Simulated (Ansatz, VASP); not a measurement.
# MoS2 in VASP and in Ansatz

```
Mo S
1.0
     1.56940    0.90609    6.10872
    -1.56940    0.90609    6.10872
     0.00000   -1.81218    6.10872
Mo S
1 2
Direct
  0.00000 0.00000 0.00000
  0.41700 0.41700 0.41700
  0.25000 0.25000 0.25000
```

Change from the starting cell: volume scaled by 0.98.

Alike in both runs: task single point; functional PBE; k mesh 10 × 10 × 10; occupations fermi-dirac, width 0.05 eV; no spin polarisation.

|  | VASP | Ansatz |
| --- | --- | --- |
| version | VASP 6.6.1 | Ansatz 0.2.0 |
| potentials or method | VASP PAW PBE potentials, release 64 (Mo_sv, S) | Ansatz PAW |
| plane-wave cutoff (eV) | 520 | 420 |
| valence electrons in the cell | 26 | 26 |

Ansatz gave:

- gap on the k mesh at the Fermi level (eV): 0.94
- least direct gap on the mesh (eV): 2.01
- pressure (GPa): 8.8
- largest component of the traceless stress (GPa): 1.85
- rms of the force components (eV/Å): 0.395

**Question.** Estimate VASP's values.

**Answer.** gap on the k mesh at the Fermi level (eV): 0.95; least direct gap on the mesh (eV): 2.02; pressure (GPa): 8.7; largest component of the traceless stress (GPa): 1.81; rms of the force components (eV/Å): 0.387.

Atom by atom the forces differ by 0.008 eV/Å (rms over components).

A k mesh can miss the band edges.
